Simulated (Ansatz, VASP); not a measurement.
## Na in VASP and in Ansatz

```
Na
1.0
     3.74172    0.00000    0.00000
    -1.87086    3.24042    0.00000
     0.00000    0.00000    6.11270
Na
2
Direct
  0.66667 0.33333 0.75000
  0.33333 0.66667 0.25000
```

Change from the starting cell: volume scaled by 0.98.

Alike in both runs: task single point; functional PBE; k mesh 8 × 8 × 5; occupations fermi-dirac, width 0.05 eV; no spin polarisation.

|  | VASP | Ansatz |
| --- | --- | --- |
| version | VASP 6.6.1 | Ansatz 0.2.0 |
| potentials or method | VASP PAW PBE potentials, release 64 (Na_pv) | Ansatz PAW |
| plane-wave cutoff (eV) | 520 | 420 |
| valence electrons in the cell | 14 | 18 |

|  | VASP | Ansatz | Ansatz less VASP |
| --- | --- | --- | --- |
| gap on the k mesh at the Fermi level (eV) | none | none | - |
| pressure (GPa) | 0.0 | 0.0 | 0.00 |
| largest component of the traceless stress (GPa) | 0.16 | 0.17 | +0.001 |

A gap of «none» marks a metal or a gap that the smearing closes. With one functional, cell and mesh, what is left measures potentials, basis and numerics. The two sets of potentials don't hold the same shells in valence.
